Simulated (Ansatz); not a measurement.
Crystal: Ge.

```
Ge
1.0
     1.48805   -2.59469    0.00000
     1.48805    2.59469    0.00000
     0.00000    0.00000    4.72760
Ge
2
Cartesian
  1.4881 0.8643 1.1819
  1.4881 -0.8643 3.5457
```

This isn't the form of Ge at room conditions, which is diamond.

```yaml
Program: Ansatz 0.2.0
Task: relaxation of cell and atoms
Functional: PBE
Dispersion: D4
Potentials_or_basis: Ansatz PAW
Cutoff: "420 eV (not typed: the program's choice for these potentials)"
k_mesh: 10 × 10 × 6
Occupations: fermi-dirac, width 0.05 eV
Spin: no spin polarisation
```

At the start: volume 18.25 Å³/atom.

Q: Where does the relaxation end?

A: It ends after 23 steps and the volume is 18.51 Å³/atom (+1.4 %); space group P6/mmm (No. 191, to 0.05 Å).

Step by step:
| step | energy change (eV) | largest force (eV/Å) | volume (Å³) |
| --- | --- | --- | --- |
| 1 | 0.0000 | 0.0007 | 36.51 |
| 2 | -0.0059 | 0.0038 | 37.23 |
| 3 | -0.0066 | 0.0050 | 36.96 |
| 4 | -0.0068 | 0.0057 | 36.94 |
| 5 | -0.0069 | 0.0077 | 36.89 |
| 6 | -0.0070 | 0.0065 | 36.90 |
| 7 | -0.0071 | 0.0057 | 36.89 |
| 8 | -0.0087 | 0.0251 | 36.85 |
| 9 | -0.0396 | 0.0843 | 36.74 |
| 10 | -0.0957 | 0.1002 | 36.77 |
| 11 | -0.1314 | 0.0524 | 36.98 |
| 12 | -0.1353 | 0.0007 | 37.71 |
| 13 | -0.1424 | 0.0003 | 37.35 |
| 14 | -0.1432 | 0.0002 | 37.20 |
| 15 | -0.1438 | 0.0004 | 36.99 |
| 16 | -0.1451 | 0.0006 | 37.04 |
| 17 | -0.1453 | 0.0003 | 37.00 |
| 18 | -0.1457 | 0.0001 | 36.98 |
| 19 | -0.1458 | 0.0001 | 36.97 |
| 20 | -0.1474 | 0.0001 | 36.97 |
| 21 | -0.1475 | 0.0000 | 37.02 |
| 22 | -0.1474 | 0.0000 | 37.03 |
| 23 | -0.1475 | 0.0000 | 37.03 |

Final structure:
```
Ge
1.0
     1.42883   -2.47480    0.00000
     1.42883    2.47480    0.00000
     0.00000    0.00000    5.23567
Ge
2
Direct
  0.49998 0.50002 0.25000
  0.50002 0.49998 0.75000
```

Caveat: the plane-wave basis is chosen anew once the cell has moved, so the energies of steps on either side of that aren't comparable; pairwise dispersion overbinds metals, which lowers pressure and volume.
